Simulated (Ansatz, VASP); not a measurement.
# One calculation of HfO2, two programs

File POSCAR:

```
HfO2
1.0
    0.0000000000      2.5575000000      2.5575000000
    2.5575000000      0.0000000000      2.5575000000
    2.5575000000      2.5575000000      0.0000000000
Hf O
1 2
Direct
    0.0000000000      0.0000000000      0.0000000000
    0.2500000000      0.2500000000      0.2500000000
    0.7500000000      0.7500000000      0.7500000000
```

Contents of INCAR.step1:

```
SYSTEM = HfO2
PREC = Accurate
ENCUT = 600
ISMEAR = 0
SIGMA = 0.01
LREAL = .FALSE.
LASPH = .TRUE.
NELM = 80
GGA = PE
ALGO = Normal
EDIFF = 1E-4
LWAVE = .TRUE.
LCHARG = .FALSE.
```

File INCAR.step2:

```
SYSTEM = HfO2
PREC = Accurate
ENCUT = 600
EDIFF = 1E-6
ISMEAR = 0
SIGMA = 0.01
LREAL = .FALSE.
LASPH = .TRUE.
NELM = 80
ALGO = Normal
ISIF = 3
LWAVE = .FALSE.
LCHARG = .FALSE.
METAGGA = R2SCAN
LMIXTAU = .TRUE.
IBRION = 2
NSW = 100
EDIFFG = -0.003
ISTART = 1
```

Contents of KPOINTS:

```
Automatic mesh
0
G
  8 8 8
  0 0 0
```

Input for Ansatz:

```yaml
crystal:
  lattice:
    - [0.0, 2.5575, 2.5575]
    - [2.5575, 0.0, 2.5575]
    - [2.5575, 2.5575, 0.0]
  atoms:
    - { symbol: Hf, position: [0.0, 0.0, 0.0] }
    - { symbol: O, position: [0.25, 0.25, 0.25] }
    - { symbol: O, position: [0.75, 0.75, 0.75] }
scf:
  occupations: { method: fixed }
output:
  forces: true
  stress: true
  eigenvalues: true
  write_density: true
  write_potential: true
  elf: true
  volumetric_format: npy
hamiltonian:
  xc: r2scan
basis:
  ecutwfc: 600
kpoints:
  mp_grid: { grid: [8, 8, 8] }
relax:
  f_tol: 0.003
  max_steps: 80
  cell: { stress_tol: 0.05 }
```

Alike in both runs: task relaxation of cell and atoms; functional r2SCAN; k mesh 8 × 8 × 8; no spin polarisation.

|  | VASP | Ansatz |
| --- | --- | --- |
| version | VASP 6.6.1 | Ansatz 0.2.0 |
| potentials or method | VASP PAW PBE potentials, release 64 (Hf_pv, O) | scalar-relativistic, plane waves, PAW |
| plane-wave cutoff (eV) | 600 | 600 |
| occupations | gaussian, width 0.01 eV | fixed |
| valence electrons in the cell | 22 | 38 |

```csv
,VASP,Ansatz,Ansatz less VASP
"gap on the k mesh at the Fermi level, each at its own relaxed structure (eV)",4.36,4.30,-0.061
relaxed volume (Å³/atom),10.62,10.79,+0.170
relaxed cell length with the largest relative difference (Å),3.558,3.577,+0.0189
energy change over the relaxation (meV/atom),-21,-10,+11.4
```

The two sets of potentials don't hold the same shells in valence.

Caveats: the PAW data sets were made with another functional, which shifts forces and pressure a little (VASP); spin-orbit coupling is left out, which moves the levels of the heavy elements. r2SCAN opens gaps a little over a GGA but as a rule still falls short of measured ones. A k mesh can miss the band edges.
